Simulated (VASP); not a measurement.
# CaS (Fm-3m) in VASP: further runs, part 3 of 3

VASP 6.6.1. Earlier steps stand in the parts before.

## Step 6: G0W0 quasiparticle levels, PBE

File POSCAR:

```
CaS                                     
1.0
    0.0000000000      2.8591610786      2.8591610786
    2.8591610786      0.0000000000      2.8591610786
    2.8591610786      2.8591610786      0.0000000000
  Ca              S             
     1     1
Direct
     0.0000000000000000    0.0000000000000000    0.0000000000000000
     0.5000000000000000    0.5000000000000000    0.5000000000000000
```

File INCAR.step1:

```
ALGO = Fast ; EDIFF = 1E-8
ENCUT = 400 ; GGA = PE
ISMEAR = 0 ; KPAR = 4
LASPH = T ; LCHARG = F
LREAL = F ; LWAVE = T
NELM = 100 ; PREC = Accurate
SIGMA = 0.01
```

File INCAR.step2:

```
ALGO = Exact ; EDIFF = 1E-8
ENCUT = 400 ; GGA = PE
ISMEAR = 0 ; ISTART = 1
KPAR = 4 ; LASPH = T
LCHARG = F ; LOPTICS = T
LREAL = F ; LWAVE = T
NBANDS = 196 ; NELM = 1
PREC = Accurate ; SIGMA = 0.01
```

File INCAR.step3:

```
ALGO = EVGW0 ; EDIFF = 1E-8
ENCUT = 400 ; ENCUTGW = 150
GGA = PE ; ISMEAR = 0
ISTART = 1 ; KPAR = 4
LASPH = T ; LCHARG = F
LREAL = F ; LWAVE = F
NBANDS = 196 ; NBANDSGW = 16
NELMGW = 1 ; NOMEGA = 60
PREC = Accurate ; PRECFOCK = Fast
SIGMA = 0.01
```

File KPOINTS:

```
k-points
0
Gamma
  4 4 4
```

Potentials or basis: VASP PAW PBE potentials, release 64 (Ca_sv_GW, S_GW).

On the command line:

```console
$ cat potpaw_PBE.64/Ca_sv_GW/POTCAR potpaw_PBE.64/S_GW/POTCAR > POTCAR
$ cp INCAR.step1 INCAR
$ mpirun -np 4 vasp_std > vasp.out
$ cp INCAR.step2 INCAR
$ mpirun -np 4 vasp_std > vasp.out
$ cp INCAR.step3 INCAR
$ mpirun -np 4 vasp_std > vasp.out
```

OUTCAR:

```text
EDIFF = 1E-8
   ENCUT = 400
   ENCUTGW = 150
   GGA = PE
   ISMEAR = 0
   ISTART = 1
   LASPH = T
   LREAL = F
   NELMGW = 1
   PREC = Accurate
   PRECFOCK = Fast

 ion  position               nearest neighbor table
   1  0.000  0.000  0.000-   2 2.86   2 2.86   2 2.86   2 2.86   2 2.86   2 2.86
   2  0.500  0.500  0.500-   1 2.86   1 2.86   1 2.86   1 2.86   1 2.86   1 2.86

  LATTYP: Found a face centered cubic cell.
 ALAT       =     5.7183221572

  Lattice vectors:

 A1 = (   0.0000000000,   2.8591610786,   2.8591610786)
 A2 = (   2.8591610786,   0.0000000000,   2.8591610786)
 A3 = (   2.8591610786,   2.8591610786,   0.0000000000)

Analysis of symmetry for initial positions (statically):
=====================================================================
 Subroutine PRICEL returns:
 Original cell was already a primitive cell.

 Routine SETGRP: Setting up the symmetry group for a
 face centered cubic supercell.

 Subroutine GETGRP returns: Found 48 space group operations
 (whereof 48 operations were pure point group operations)
 out of a pool of 48 trial point group operations.

The static configuration has the point symmetry O_h .

Analysis of symmetry for dynamics (positions and initial velocities):
=====================================================================
 Subroutine PRICEL returns:
 Original cell was already a primitive cell.

 Routine SETGRP: Setting up the symmetry group for a
 face centered cubic supercell.

 Subroutine GETGRP returns: Found 48 space group operations
 (whereof 48 operations were pure point group operations)
 out of a pool of 48 trial point group operations.
[... 79 lines left out ...]
   LNONCOLLINEAR =      F non collinear calculations
   LSORBIT =      F    spin-orbit coupling
   LASPH  =      T    aspherical Exc in radial PAW
   ENCUT  =  400.0 eV  29.40 Ry    5.42 a.u.   6.59  6.59  6.59*2*pi/ulx,y,z
   NELM   =     60;   NELMIN=  2; NELMDL=  0     # of ELM steps
   EDIFF  = 0.1E-07   stopping-criterion for ELM
   LREAL  =      F    real-space projection
   EDIFFG = 0.1E-06   stopping-criterion for IOM
   NSW    =      0    number of steps for IOM
   IBRION =     -1    ionic relax: 0-MD 1-quasi-New 2-CG
   NFREE  =      0    steps in history (QN), initial steepest desc. (CG)
   ISIF   =      0    stress and relaxation
   ISYM   =      3    0-nonsym 1-usesym 2-fastsym
   POTIM  = 0.5000    time-step for ionic-motion
   TEBEG  =    0.0;   TEEND  =   0.0 temperature during run
   PSTRESS=    0.0 pullay stress
   NELECT =      16.0000    total number of electrons
   NUPDOWN=      -1.0000    fix difference up-down
   EMIN   =  10.00;   EMAX   =-10.00  energy-range for DOS
   EFERMI =   0.00;   METHOD = LEGACY
   ISMEAR =     0;   SIGMA  =   0.01  broadening in eV -4-tet -1-fermi 0-gaus
   EFERMI_NEDOS =   21; number of points for ismear=-14 and -15
   IALGO  =     38    algorithm
   IMIX   =      4    mixing-type and parameters
     AMIX     =   0.40;   BMIX     =  1.00
     AMIX_MAG =   1.60;   BMIX_MAG =  1.00
  volume/ion in A,a.u.               =      23.37       157.73
  Fermi-wavevector in a.u.,A,eV,Ry     =   1.145160  2.164039 17.842566  1.311392
  Thomas-Fermi vector in A             =   2.281849
   LORBIT       =      0    0 simple, 1 ext, 2 COOP (PROOUT), +10 PAW based schemes
   GGA     = PE    functional components
   LHFCALC =     T    Hartree Fock is set to
   PRECFOCK=fast      Normal, Fast or Accurate (Low or Medium for compatibility)
   ENCUT4O =  -1.0   cutoff for four orbital integrals eV
   NKREDX  =     1    reduce k-point grid by
   NKREDY  =     1    reduce k-point grid by
   NKREDZ  =     1    reduce k-point grid by
   AEXX    =    1.0000 exact exchange contribution
   HFSCREEN=    0.0000 screening length (either q_TF or 0.3 A-1)
   HFSCREENC=   0.0000 screening length for correlation (either q_TF or 0.3 A-1)
   ENCUTFOCK=  -1.0 apply spherical cutoff to Coloumb kernel
   IVDW    =     0    specifies the selected vdW correction
   LEPSILON=     F    determine dielectric tensor
   LRPA    =     F    only Hartree local field effects (RPA)
   LRPAFORCE           =     F    calculate RPA forces
   ENCUTGW             = 150.0    cutoff for response function in eV
   ENCUTGWSOFT         = 120.0    soft cutoff for Coulomb kernel in GW response function in eV
   ENCUTLF             =  -1.0    cutoff for local field effects
   NELMGW              =     1    number of iterations in solving QP/BSE equation
   NELMHF              =     1    number of iterations in the inner HF iteration
   NKREDLFX            =     1    NKREDLFY  =   1   NKREDLFZ  =   1
 non-spin polarized calculation
 Gauss-broadening in eV      SIGMA  =   0.01
  energy-cutoff  :      400.00
  volume of cell :       46.75
 maximum number of plane-waves:       869
 NGX is ok and might be reduce to    28
  NGX = 16; NGY = 16; NGZ = 16
   NGX = 13   NGY = 13   NGZ = 13
 maximum number of plane-waves:       202

 QP shifts <psi_nk| G(iteration)W_0 |psi_nk>: iteration 1
 for sc-GW calculations column KS-energies equals QP-energies in previous step
 and V_xc(KS)=  KS-energies - (<T + V_ion + V_H > + <T+V_H+V_ion>^1  + <V_x>^1)

 k-point   1 :       0.0000    0.0000    0.0000
  band No.  KS-energies  QP-energies   sigma(KS)   V_xc(KS)     V^pw_x(r,r')   Z            occupation Imag(sigma)

      1     -35.2607     -36.4761     -22.8007     -20.7221     -34.4382       0.5848       2.0000       0.9281
      2     -16.2300     -18.2041     -22.7020     -19.9615     -27.8859       0.7204       2.0000       0.3292
      3     -16.2300     -18.2041     -22.7020     -19.9615     -27.8859       0.7204       2.0000       0.3292
      4     -16.2300     -18.2041     -22.7020     -19.9615     -27.8859       0.7204       2.0000       0.3292
      5      -7.2692      -8.1647     -14.4488     -13.1112     -21.0443       0.6694       2.0000       1.3365
      6       4.0113       3.0098     -14.4593     -13.1395     -16.1304       0.7589       2.0000       0.1283
[... 135 lines left out ...]
      2     -16.3104     -18.2615     -22.5768     -19.8167     -27.7880       0.7069       2.0000       0.3532
      3     -16.3104     -18.2615     -22.5768     -19.8167     -27.7880       0.7069       2.0000       0.3532
      4     -16.2849     -18.2092     -22.5792     -19.8578     -27.8120       0.7071       2.0000       0.3609
      5      -6.5505      -7.4215     -15.0644     -13.7901     -21.3843       0.6835       2.0000       1.1858
      6       2.2491       1.1148     -13.3388     -11.8192     -15.4732       0.7465       2.0000       0.1735
[... 8 lines left out ...]
     15      13.9768      14.4878      -9.3953     -10.0601      -4.4923       0.7688       0.0000      -0.3358
     16      14.1486      15.4274     -11.0848     -12.8130      -5.6575       0.7399       0.0000      -0.4545
```

OUTCAR.step1:

```text
EDIFF = 1E-8
   ENCUT = 400
   GGA = PE
   ISMEAR = 0
   LASPH = T
[... 324 lines left out ...]
 -----------------------------------------------------------------------------------
      0.00000      0.00000      0.00000         0.000000      0.000000      0.000000
      2.85916      2.85916      2.85916        -0.000000     -0.000000     -0.000000
 -----------------------------------------------------------------------------------
    total drift:                                0.000000      0.000000      0.000000

  FREE ENERGIE OF THE ION-ELECTRON SYSTEM (eV)
  ---------------------------------------------------
  free  energy   TOTEN  =       -15.2962144604 eV

  energy  without entropy=      -15.2962144604  energy(sigma->0) =      -15.29621446
```

OUTCAR.step2:

```text
EDIFF = 1E-8
   ENCUT = 400
   GGA = PE
   ISMEAR = 0
[... 722 lines left out ...]
  --------------------------------------------------------------------------------------------------------------
     0.00000     5.76368     5.76368     5.76368    -0.00000     0.00000    -0.00000
     2.17632     6.83827     6.83827     6.83827    -0.00000     0.00000    -0.00000
     4.35265     6.76972     6.76972     6.76972     0.00000     0.00000    -0.00000
     6.52897     2.76510     2.76510     2.76510    -0.00000    -0.00000     0.00000
     8.70529    -2.44225    -2.44225    -2.44225     0.00000    -0.00000    -0.00000
    10.88162     0.82850     0.82850     0.82850     0.00000     0.00000    -0.00000
[... 92 lines left out ...]
   213.27967     0.99000     0.99000     0.99000     0.00000    -0.00000     0.00000
   215.45599     0.99022     0.99022     0.99022     0.00000    -0.00000     0.00000
```

Run time: 45 s. Hardware: 4 MPI ranks of Intel Xeon 6975P-C (Granite Rapids), shared host; peak memory 0.39 GiB.

What came out:

| Item | Value |
| --- | --- |
| Band gap on the k mesh, mean-field level | 2.38 eV, indirect (least direct gap 3.18 eV) |
| Quasiparticle gap | 4.21 eV |
| Least direct quasiparticle gap | 5.10 eV |

Caveat: the k mesh is coarse (spacing up to 0.48 Å⁻¹), so the values aren't converged; bands, screening cutoff and mesh are small and nothing is extrapolated, so the quasiparticle values aren't converged. A k mesh can miss the band edges.

## Step 7: Overview

```csv
task,level,potentials or basis,spin,k mesh,cutoff (eV),smearing,grid for exact exchange (PRECFOCK),screening parameter,exchange at q = 0,GW scheme,cutoff of the response function,mesh quality,gap on the mesh (eV),pressure (GPa)
band structure,PBE,"VASP PAW PBE potentials, release 64 (Ca_sv, S)",off,8 × 8 × 8,520,gaussian 0.02 eV,-,-,-,-,-,not flagged,2.38,0.0
band structure,PBE,"VASP PAW PBE potentials, release 64 (Ca_sv, S)","non-collinear, zero start, SOC",8 × 8 × 8,520,gaussian 0.02 eV,-,-,-,-,-,not flagged,-,-0.1
band structure,HSE06,"VASP PAW PBE potentials, release 64 (Ca_sv, S)",off,6 × 6 × 6,520,gaussian 0.02 eV,Fast,0.2 1/A,-,-,-,not flagged,3.45,-0.5
band structure,PBE0,"VASP PAW PBE potentials, release 64 (Ca_sv, S)",off,6 × 6 × 6,520,gaussian 0.02 eV,Fast,-,truncated,-,-,not flagged,4.13,-0.5
G0W0 quasiparticle levels,PBE,"VASP PAW PBE potentials, release 64 (Ca_sv_GW, S_GW)",off,4 × 4 × 4,400,gaussian 0.01 eV,-,-,-,G0W0,150,coarse,-,-
```

Alike in all rows: cell as given.

Caveats: some runs use coarse meshes; the PAW data sets were made with another functional, which shifts forces and pressure a little (some runs); bands, screening cutoff and mesh are small and nothing is extrapolated, so the quasiparticle values aren't converged (some runs).

Total energies depend on the potentials used, so only differences within one code and one set of settings carry meaning.
